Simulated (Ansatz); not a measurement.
CdSe: phonons with PBE

Crystal: CdSe.

```
CELL_PARAMETERS angstrom
0.00000 3.07027 3.07027
3.07027 0.00000 3.07027
3.07027 3.07027 0.00000
ATOMIC_POSITIONS crystal
Cd 0.00000 0.00000 0.00000
Se 0.25000 0.25000 0.25000
```

Measurements of this composition are mostly on another form, of space group No. 186.

* Program: Ansatz 0.2.0
* Task: phonons
* Functional: PBE
* Potentials or basis: all-electron LAPW, scalar-relativistic
* Cutoff: 288 eV (chosen from the basis error)
* Basis error allowed: 0.001 eV/atom
* k mesh: 6 × 6 × 6
* Occupations: fermi-dirac, width 0.05 eV
* Spin: no spin polarisation

| Property | Result |
| --- | --- |
| Band gap on the k mesh | 0.55 eV, direct |
| Highest phonon frequency at Γ, LO-TO splitting left out | 162 cm⁻¹ |

Levels at points of the mesh, in eV from the valence-band top:
```
             k point  band 19  band 20  band 21  band 22  band 23  band 24  band 25  band 26
  (0.00, 0.00, 0.00)    -7.50     0.00     0.00     0.00     0.55     5.94     5.94     5.94
 (0.00, 0.00, -0.50)    -7.22    -4.22    -0.71    -0.71     2.36     6.45     6.45     7.32
(0.00, -0.50, -0.50)    -7.16    -3.95    -1.75    -1.75     3.20     3.74     8.96    10.05
```

Phonon frequencies in cm⁻¹ (negative: imaginary):
```
              q point        frequencies
(0.000, 0.000, 0.000)  0 0 0 162 162 162
```

Wall time 57 s on 1 thread of Arm Neoverse V1, on a shared host, peak memory 0.36 GiB.

Expect the measured gap to be larger: semilocal functionals such as PBE lack the derivative discontinuity.
